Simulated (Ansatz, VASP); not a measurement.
# Two plane-wave programs on BN

Contents of INCAR:

```
SYSTEM = BN
ALGO = Normal ; DIPOL = 0.5 0.5 0.500
EDIFF = 1E-6 ; ENCUT = 520
GGA = PE ; IDIPOL = 3
ISIF = 2 ; ISMEAR = 0
IVDW = 12 ; LASPH = .TRUE.
LCHARG = .TRUE. ; LDIPOL = .TRUE.
LELF = .TRUE. ; LREAL = .FALSE.
LVACPOTAV = .TRUE. ; LVHAR = .TRUE.
LWAVE = .FALSE. ; NBANDS = 11
NELM = 80 ; PREC = Accurate
SIGMA = 0.02
```

Contents of KPOINTS:

```
k-points
0
G
  12 12 1
  0 0 0
```

The input POSCAR:

```
BN
1.0
    2.5770000000      0.0000000000      0.0000000000
   -1.2885000000      2.2317474655      0.0000000000
    0.0000000000      0.0000000000     26.0000000000
B N
1 1
Direct
    0.0000000000      0.0000000000      0.5137307692
    0.6666666667      0.3333333333      0.4862692308
```

Input for Ansatz:

```yaml
crystal:
  lattice:
    - [2.577, 0.0, 0.0]
    - [-1.2885, 2.2317474655, 0.0]
    - [0.0, 0.0, 26.0]
  atoms:
    - { symbol: B, position: [0.0, 0.0, 0.5137307692] }
    - { symbol: "N", position: [0.6666666667, 0.3333333333, 0.4862692308] }
  periodic: [true, true, false]
basis:
  ecutwfc: 420
kpoints:
  mp_grid: { grid: [12, 12, 1] }
hamiltonian:
  xc: pbe
  dispersion: d3bj
scf:
  occupations: { method: gaussian, width: 0.02 }
output:
  forces: true
  stress: true
  eigenvalues: true
```

Alike in both runs: task single point; functional PBE; dispersion D3(BJ); k mesh 12 × 12 × 1; occupations gaussian, width 0.02 eV; no spin polarisation.

|  | VASP | Ansatz |
| --- | --- | --- |
| version | VASP 6.6.1 | Ansatz 0.2.0 |
| potentials or method | VASP PAW PBE potentials, release 64 (B, N) | scalar-relativistic, plane waves, PAW |
| plane-wave cutoff (eV) | 520 | 420 |
| valence electrons in the cell | 8 | 8 |

VASP gave:

```
gap on the k mesh at the Fermi level (eV) : 0.23
least direct gap on the mesh (eV)         : 0.23
rms of the force components (eV/Å)        : 5.635
```

Task: What did Ansatz give for the same quantities?

Result: gap on the k mesh at the Fermi level (eV): 0.23; least direct gap on the mesh (eV): 0.23; rms of the force components (eV/Å): 5.641.

Atom by atom the forces differ by 0.006 eV/Å (rms over components).
